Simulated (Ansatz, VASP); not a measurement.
## One calculation of CaO, two programs

```
Ca O
1.0
     4.00467    0.00000    0.00000
    -2.00234    3.46815    0.00000
     0.00000    0.00000    4.80776
Ca O
2 2
Direct
  0.33333 0.66667 0.75000
  0.66667 0.33333 0.25000
  0.33333 0.66667 0.25000
  0.66667 0.33333 0.75000
```

The cell comes from a database or a generator and needn't be the stable form of this composition.

Alike in both runs: task single point; functional PBE; k mesh 9 × 9 × 6; occupations gaussian, width 0.05 eV; no spin polarisation.

|  | VASP | Ansatz |
| --- | --- | --- |
| version | VASP 6.6.1 | Ansatz 0.2.0 |
| potentials or method | VASP PAW PBE potentials, release 64 (Ca_sv, O) | scalar-relativistic, plane waves, PAW |
| plane-wave cutoff (eV) | 520 | 520 |
| valence electrons in the cell | 32 | 32 |

|  | VASP | Ansatz | Ansatz less VASP |
| --- | --- | --- | --- |
| gap on the k mesh at the Fermi level (eV) | 3.13 | 3.14 | +0.014 |
| least direct gap on the mesh (eV) | 3.13 | 3.14 | +0.014 |
| pressure (GPa) | 0.5 | 0.0 | -0.48 |

Caveats: an odd mesh through Γ misses points on the zone boundary, where band edges often lie. A hybrid or GW would open this gap; PBE tends to underestimate it.
